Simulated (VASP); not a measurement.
## VASP inputs for Si (strained diamond)

INCAR

```
NELM = 120
SIGMA = 0.02
NSW = 0
LASPH = .TRUE.
ISIF = 2
IBRION = -1
LWAVE = .FALSE.
EDIFF = 1E-7
PREC = Accurate
ENCUT = 520
NBANDS = 11
LREAL = .FALSE.
ISMEAR = -1
GGA = PE
LCHARG = .FALSE.
```

KPOINTS

```
KPOINTS created by Atomic Simulation Environment
0
Gamma
8 8 8
0 0 0
```

KPOINTS_OPT

```
special points
7
Reciprocal
0.0000000000 0.0000000000 0.0000000000 1
0.5000000000 0.0000000000 0.5000000000 1
0.6250000000 0.2500000000 0.6250000000 1
0.3750000000 0.3750000000 0.7500000000 1
0.5000000000 0.5000000000 0.5000000000 1
0.5000000000 0.2500000000 0.7500000000 1
0.0000000000 0.4218750000 0.4218750000 1
```

POSCAR

```
Si
 1.0000000000000000
     0.0000000000000000    2.6948977067000000    2.6948977067000000
     2.6948977067000000    0.0000000000000000    2.6948977067000000
     2.6948977067000000    2.6948977067000000    0.0000000000000000
 Si
   2
Cartesian
  0.0000000000000000  0.0000000000000000  0.0000000000000000
  1.3474488533499998  1.3474488533499998  1.3474488533499998
```

VASP ran with the recommended PBE PAW datasets (8 valence electrons in the cell).

Problem. What does this run give?

Solution. gap between bands v and c 0.53 eV; least direct gap 2.57 eV; pressure 4.3 GPa.

Band v is the last that the valence electrons fill when counted band by band, and c is the next. Levels in eV from the top of v:

```csv
point,v−1,v,c,c+1
Γ,0.00,0.00,2.57,2.57
X,-2.91,-2.91,0.66,0.66
K,-4.41,-2.47,1.17,4.14
L,-1.22,-1.22,1.62,3.33
W,-3.95,-3.95,4.26,4.26
```
